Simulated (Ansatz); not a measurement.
# TaN (Fm-3m) in Ansatz: single point with PBE0

Aim: the single point of TaN with PBE0.

All numbers are computed with Ansatz 0.2.0; they aren't measurements. Logs are shortened: lines on timing, memory, paths and dates and some standing lists are left out, and cuts for length are marked.

## (1) Starting point

It takes space group Fm-3m (No. 225, cubic). The conventional cell has a = 4.423 Å, b = 4.423 Å, c = 4.423 Å, α = 90.00°, β = 90.00°, γ = 90.00°. Ta (site symmetry m-3m) has 6 N at 2.21 Å as nearest neighbours. N (site symmetry m-3m) is surrounded by 6 Ta at 2.21 Å.

The cell comes from a database or a generator and needn't be the stable form of this composition.

## (2) Single point, PBE0

Contents of input:

```
crystal:
  lattice:
    - [0.0, 2.211323, 2.211323]
    - [2.211323, 0.0, 2.211323]
    - [2.211323, 2.211323, 0.0]
  atoms:
    - { symbol: Ta, position: [0.5, 0.5, 0.5] }
    - { symbol: "N", position: [0.0, 0.0, 0.0] }
hamiltonian:
  xc: pbe0
  pseudopotentials: { kind: paw }
kpoints:
  mp_grid: { grid: [8, 8, 8] }
scf:
  occupations: { method: fermi_dirac, width: 0.05 }
output:
  forces: true
  stress: true
  eigenvalues: true
```

Potentials or basis: Ansatz PAW.

Standard output:

```text
Warning: output.stress: scf.convergence.dr2_threshold = 1e-7 eV (the SCF's general default) is looser than the 2e-10 eV advised for a printed stress (1e-10 eV for each atom of the cell: 2). What an SCF threshold leaves in a stress goes as its square root, and in the free energy as the threshold itself, and one threshold admits the most on a small cell: of the crystals measured, under no hybrid functional and no lock of the moments, on runs that ended without the residual-converged pass, on stresses that held no estimate of that error, the worst erred by over 100 MPa in a component at 1e-7 eV an atom and by under 5 at 1e-10. Set scf.convergence.dr2_threshold to 2e-10 eV or tighter. The threshold is an SCF's pass mark: one that does not reach it within its budget of iterations ends unconverged, or closes short of it on a stop that the run arms, and scf.convergence.dr2_threshold's page says what that costs each kind of run
Warning: output.stress: scf.exx.energy_threshold = 1e-6 eV is looser than the 2e-8 eV advised for a stress under a hybrid functional (1e-8 eV for each atom of the cell: 2). Every SCF of the exchange loop can meet its threshold on dr2 while the loop round them stops early: no threshold on dr2 bounds what that leaves in the stress. Set scf.exx.energy_threshold to 2e-8 eV or tighter. The threshold is the loop's pass mark: a loop that does not reach it within its budget of cycles ends unconverged, and scf.exx.energy_threshold's page has the law
GPUs: using 1 of 1 available (devices: 1).
Engine: ansatz 0.2.0, x86_64-unknown-linux-gnu
Pseudopotentials: kind: paw
Pseudopotential: Ta, paw, valence charge 13, recommended cutoff 420 eV (normal), Ta.paw.azcp
Pseudopotential: N, paw, valence charge 5, recommended cutoff 420 eV (normal), N.paw.azcp
Functional definition: PBE0
  parameter a = 0.25
  parameter kappa = 0.804
  parameter beta = 0.06672455060314922
  exchange = (1 - a)*pbe_x(kappa = kappa, mu = beta*pi^2/3) + a*exact_x
  correlation = pbe_c(beta = beta)
device memory: the entry about to start is reckoned to put 0.4 GiB on a device that reports 51.6 GiB free (of which the cap on the GPU budget leaves the run 18.0 GiB)
GPU FFT provider: cuFFT
GPU libraries: cuBLAS 13.8.2, cuFFT 12.4.0, cuSOLVER 12.3.4
Crystal: 2 atoms, lattice volume = 21.627 Å³
Basis set: ecut = 420 eV, 411 PW (Γ), exchange–correlation on 48×48×48 points (8 copies of the dense FFT grid, shifted against one another)
Bands: 13, of which v1, the nominal top of the filled ones, is band 9 counted from 1 (8 counted from 0)
Symmetry: 48 space group operations
Space group: Fm-3m (ITA 225), of the structure as read, at distance tolerance 2.8e-5 Å
k-points: 29 of 512
Non-local potential: Ta, projectors of the file, l = 0: 3, l = 1: 2, l = 2: 2, l = 3: 1
Non-local potential: N, projectors of the file, l = 0: 2, l = 1: 2, l = 2: 1
PAW form: soft (Blöchl's): semilocal exchange-correlation on the pseudo side does not see the compensation charge
PAW frozen core: Ta, regenerated for the run's functional, and the local potential with it (the file was generated under x = pbe(κ = 0.804, μ = 0.2195149727645171), c = pbe(β = 0.06672455060314922))
PAW frozen core: N, regenerated for the run's functional, and the local potential with it (the file was generated under x = pbe(κ = 0.804, μ = 0.2195149727645171), c = pbe(β = 0.06672455060314922))
PAW one-centre angular grid: Ta, 590 points (default); XC on 64 Gauss nodes
PAW one-centre angular grid: N, 110 points (default); XC on 64 Gauss nodes
Initial density: superposition of atomic densities (neutral atoms: chi_scale 0, normalization atom), corrected by the library's trained network
Initial wavefunctions: pseudopotential atomic-orbital guess
GPU buffer pool allocated for 13824 grid points (all kernels)
GPU transforms: local potential and band sums: pruned to the plane-wave sphere, on 24×24×24
Functional: x = pbe(κ = 0.804, μ = 0.2195149727645171), c = pbe(β = 0.06672455060314922), warm-up for x = 0.75 pbe(κ = 0.804, μ = 0.2195149727645171) + 0.25 exact, c = pbe(β = 0.06672455060314922)
SCF iter   1: F=—  HF=-10317.881434 eV  |F-HF|=—  |Δ(HF+E_count)|=         —  Δρ=5.48e-3  dr2=7.14e-3  ethr=1.77e-3  ⟨swp⟩=5.2  Hψ=1465  notcnv=0
preconditioner: auto → none  [insulator: Δε(μ)=0.129 eV  Ē_g=10.980 eV  σ=0.050 eV  W_gap=0.57  n_scr=8 (ndim 8)  ℏωp=25.3 eV  f_vac=0.000  D(μ)=0.73/eV (n_scr^D=8)]
iter 2 solved again at ethr=3.47e-6 eV; its pass at ethr=3.97e-5 eV (dr2=6.25e-4 eV) is discarded
SCF iter   2: F=—  HF=-10317.879393 eV  |F-HF|=—  |Δ(HF+E_count)|=   2.04e-3  Δρ=1.69e-3  dr2=6.14e-4  ethr=3.47e-6  ⟨swp⟩=2.5  Hψ=1579  notcnv=0
SCF iter   3: F=—  HF=-10317.879292 eV  |F-HF|=—  |Δ(HF+E_count)|=   1.01e-4  Δρ=2.58e-4  dr2=3.45e-6  ethr=3.41e-6  ⟨swp⟩=3.0  Hψ=848  notcnv=0
SCF iter   4: F=—  HF=-10317.879300 eV  |F-HF|=—  |Δ(HF+E_count)|=   8.17e-6  Δρ=5.61e-5  dr2=7.47e-7  ethr=1.92e-8  ⟨swp⟩=3.3  Hψ=939  notcnv=0
SCF iter   5: F=—  HF=-10317.879300 eV  |F-HF|=—  |Δ(HF+E_count)|=   3.30e-7  Δρ=1.76e-5  dr2=7.64e-8  ethr=4.15e-9  ⟨swp⟩=3.0  Hψ=724  notcnv=0
SCF iter   6: F=-10317.879300 eV  HF=-10317.879300 eV  |F-HF|=9.46e-11  |Δ(HF+E_count)|=   2.62e-8  Δρ=1.74e-6  dr2=2.51e-10  ethr=4.25e-10  ⟨swp⟩=3.2  Hψ=896  notcnv=0
SCF 1 converged in 6 iterations: F = -10317.879300 eV  dr2 = 2.51e-10
device memory: the entry about to start is reckoned to put 1.0 GiB on a device that reports 51.4 GiB free (of which the cap on the GPU budget leaves the run 18.0 GiB)
GPU FFT provider: cuFFT
GPU libraries: cuBLAS 13.8.2, cuFFT 12.4.0, cuSOLVER 12.3.4
Initial density: handed on by an earlier stage of this run
Initial wavefunctions: those handed on with the density
[... 20 lines left out ...]
Frozen-core exchange: fock
SCF iter   1: F=—  HF=-10315.910860 eV  |F-HF|=—  |Δ(HF+E_count)|=         —  Δρ=1.03e-3  dr2=3.09e-4  ethr=3.94e-5  ⟨swp⟩=3.4  Hψ=860  notcnv=0
preconditioner: auto → none  [insulator: Δε(μ)=0.607 eV  Ē_g=13.341 eV  σ=0.050 eV  W_gap=0.85  n_scr=8 (ndim 8)  ℏωp=25.3 eV  f_vac=0.000  D(μ)=0.28/eV (n_scr^D=0)]
SCF iter   2: F=—  HF=-10315.910758 eV  |F-HF|=—  |Δ(HF+E_count)|=   1.02e-4  Δρ=1.53e-4  dr2=2.39e-5  ethr=1.52e-6  ⟨swp⟩=3.0  Hψ=748  notcnv=0
SCF iter   3: F=-10315.910891 eV  HF=-10315.910897 eV  |F-HF|=5.97e-6  |Δ(HF+E_count)|=   1.39e-4  Δρ=1.80e-4  dr2=1.04e-5  ethr=1.15e-8  ⟨swp⟩=4.4  Hψ=1271  notcnv=0
SCF 3 stopped early in 3 iterations: F = -10315.910891 eV  dr2 = 1.04e-5
hybrid outer 2: dexx = +1.704e-4 eV, tail = 2.98e-5 eV, Δε = 5.18e-2 eV (about 6.47e-3 eV left of the loop's levels)
GPU FFT provider: cuFFT
GPU libraries: cuBLAS 13.8.2, cuFFT 12.4.0, cuSOLVER 12.3.4
GPU buffer pool allocated for 13824 grid points (all kernels)
GPU transforms: local potential and band sums: pruned to the plane-wave sphere, on 24×24×24
Exchange kernel: α = 0.2500, full range, Wigner–Seitz truncation, v(0) = 17221.9824 eV·Å³, q-mesh 8×8×8, nearest image of the exchange supercell L = 25.02 Å, pair-density grid 15×15×15, without the augmentation charges, whose exchange is taken in its separable form by FFT convolution over the k-point mesh (sized by the pseudopotential files, 18×18×18 at the most), smooth part of the exact exchange by density-matrix convolution in up to 3.10 GiB of GPU memory as planned if the GPU has room (build and FFT work areas not counted)
Frozen-core exchange: fock
SCF iter   1: F=—  HF=-10315.910795 eV  |F-HF|=—  |Δ(HF+E_count)|=         —  Δρ=8.94e-5  dr2=5.96e-6  ethr=5.92e-7  ⟨swp⟩=2.9  Hψ=788  notcnv=0
preconditioner: auto → none  [insulator: Δε(μ)=0.597 eV  Ē_g=13.331 eV  σ=0.050 eV  W_gap=0.83  n_scr=8 (ndim 8)  ℏωp=25.3 eV  f_vac=0.000  D(μ)=0.28/eV (n_scr^D=0)]
SCF iter   2: F=—  HF=-10315.910795 eV  |F-HF|=—  |Δ(HF+E_count)|=   5.61e-7  Δρ=5.60e-6  dr2=4.05e-6  ethr=1.06e-8  ⟨swp⟩=3.0  Hψ=755  notcnv=0
SCF iter   3: F=—  HF=-10315.910903 eV  |F-HF|=—  |Δ(HF+E_count)|=   1.08e-4  Δρ=3.79e-5  dr2=7.95e-7  ethr=2.17e-11  ⟨swp⟩=5.1  Hψ=1548  notcnv=0
SCF iter   4: F=—  HF=-10315.910903 eV  |F-HF|=—  |Δ(HF+E_count)|=   9.53e-8  Δρ=1.89e-6  dr2=4.97e-7  ethr=2.17e-11  ⟨swp⟩=4.8  Hψ=1103  notcnv=0
SCF iter   5: F=—  HF=-10315.910904 eV  |F-HF|=—  |Δ(HF+E_count)|=   1.23e-6  Δρ=3.88e-6  dr2=2.76e-7  ethr=1.71e-12  ⟨swp⟩=4.9  Hψ=1126  notcnv=0
Mixer restart at iter 5: flushing history
SCF iter   6: F=—  HF=-10315.910905 eV  |F-HF|=—  |Δ(HF+E_count)|=   6.17e-7  Δρ=4.64e-6  dr2=1.57e-7  ethr=1.71e-12  ⟨swp⟩=4.1  Hψ=987  notcnv=0
SCF iter   7: F=—  HF=-10315.910905 eV  |F-HF|=—  |Δ(HF+E_count)|=   3.30e-7  Δρ=4.26e-6  dr2=9.11e-8  ethr=1.71e-12  ⟨swp⟩=4.8  Hψ=1109  notcnv=0
SCF iter   8: F=—  HF=-10315.910905 eV  |F-HF|=—  |Δ(HF+E_count)|=   4.03e-7  Δρ=2.61e-5  dr2=1.85e-7  ethr=1.71e-12  ⟨swp⟩=5.2  Hψ=1224  notcnv=0
SCF iter   9: F=-10315.910905 eV  HF=-10315.910905 eV  |F-HF|=2.18e-11  |Δ(HF+E_count)|=   8.74e-9  Δρ=3.67e-7  dr2=2.92e-11  ethr=1.71e-12  ⟨swp⟩=5.3  Hψ=1282  notcnv=0
SCF 4 converged in 9 iterations: F = -10315.910905 eV  dr2 = 2.92e-11
  Residual-converged pass: ⟨swp⟩=1.9  Hψ=443  notcnv=0  max |occ|·‖R‖ = 2.4e-6 eV (tolerance 2.4e-6 eV)  dr2=2.92e-11  dr2_onsite=1.51e-12  max |Δocc| = 1.1e-13
hybrid outer 3: dexx = +1.609e-5 eV, tail = 1.40e-9 eV, Δε = 1.92e-2 eV (about 2.38e-4 eV left of the loop's levels)
hybrid SCF converged: 3 outer / 17 inner (+6 warm-up), last move |dexx| = 1.61e-5 eV, tail = 1.40e-9 eV
Stability not checked: this state was not tested for a lower state beside it, because the functional holds exact exchange (a hybrid, or Hartree-Fock), whose exchange loop this test does not read (fock_operator; see scf.lower_state_search)
Free energy (F): -10315.910905 eV
Frozen-core exchange: fock
Harris-Foulkes:  -10315.910905 eV  (|F-HF|=2.18e-11)
Internal energy: -10315.908330 eV  (E = F + TS)
E sigma→0 (E₀):  -10315.909618 eV
Entropy (-TS):   -0.002575 eV (-1.288 meV/atom)
Fermi energy:    21.433791 eV
--- Per-component energies (eV) ---
  E_band       = -90.834735
  E_kinetic    = 498.195770
  E_local      = -588.533738  (includes V_loc(G=0)·N_el)
  E_nonlocal   = 60.803457
  E_hartree    = 196.589783
  E_xc         = -215.791871
  E_vxc        = -217.763015  (∫ρ·V_xc dr)
  E_exx        = -56.957062  (= α·E_x^exact, valence–valence)
  E_paw        = -8528.205738  (= ΣΔE_a)
  E_vpaw       = -122.802848  (= ΣTr[D̂ρ^β])
  E_aug_tail   = 0.000158  (compensation charges beyond the density's cutoff)
  E_ewald      = -1678.620117
  E_core_change = -3.388971  (= ΣΔE_core)
  E_smearing   = -0.002575  (= −TS)
  E_closure    = -0.000000  (closes the sum)
  Σ components = -10315.910905   (vs F -10315.910905, Δ=0.00e0)
--- Forces (eV/Å), atoms counted from 1 ---
  atom   1  Ta     0.00000000    -0.00000000     0.00000000
  atom   2  N      0.00000000    -0.00000000    -0.00000000
  max |Σ_I F_I| component: 3.12e-29 eV/Å
--- Stress (GPa, compression-positive) ---
       -9.672944       0.000000      -0.000000
        0.000000      -9.672944       0.000000
       -0.000000       0.000000      -9.672944
  P = ⅓ Tr σ = -9.6729 GPa (-96.729 kbar)
--- Band table (eV; the first three rows and the last of 29) ---
  k-point 0: bands = ["-52.4552", "-17.2709", "-17.2709", "-17.2709", "-0.0825", "16.4786", "16.4786", "16.4786", "18.6393", "18.6393", "18.6393", "22.2325", "22.2325"]
  k-point 1: bands = ["-52.4458", "-17.4207", "-17.2824", "-17.2824", "0.3057", "14.7973", "15.4000", "15.4000", "19.3069", "19.3069", "19.3350", "23.6144", "23.6144"]
  k-point 2: bands = ["-52.4234", "-17.7671", "-17.3114", "-17.3114", "1.3069", "12.2679", "13.8411", "13.8411", "20.3603", "20.8256", "20.8256", "26.3095", "26.3095"]
  k-point 28: bands = ["-52.3699", "-17.8368", "-17.8368", "-17.6061", "1.9306", "12.5175", "13.1702", "13.1702", "21.0265", "21.0265", "25.8871", "26.4953", "26.9504"]
```

Run time: 23 s. Hardware: 1 × NVIDIA H100 80GB HBM3 with 2 threads of AMD EPYC 7R13 (Zen 3), shared host; peak memory 2.2 GiB.

Results:

| Property | Result |
| --- | --- |
| Free energy | -10315.9109 eV |
| Pressure | -9.7 GPa |
| Band gap on the k mesh | none (metal or under the smearing width) |

Levels at points of the mesh, in eV from the Fermi level:
```tsv
k point	band 7	band 8	band 9	band 10	band 11	band 12
(0.00, 0.00, 0.00)	-4.96	-4.96	-2.79	-2.79	-2.79	0.80
(0.00, 0.00, -0.50)	-9.02	-9.02	2.62	2.62	2.74	4.36
(0.00, -0.50, -0.50)	-6.58	-5.94	-5.94	3.01	4.44	4.44
```

Caveat: the pressure holds a Pulay correction of +0.4 GPa for the finite cutoff; the PAW data sets come from PBE, with cores solved anew for the run's functional, which leaves a small shift of forces and pressure; the thresholds are loose for stress. The run has no spin-orbit coupling, so splittings on Ta are missing.
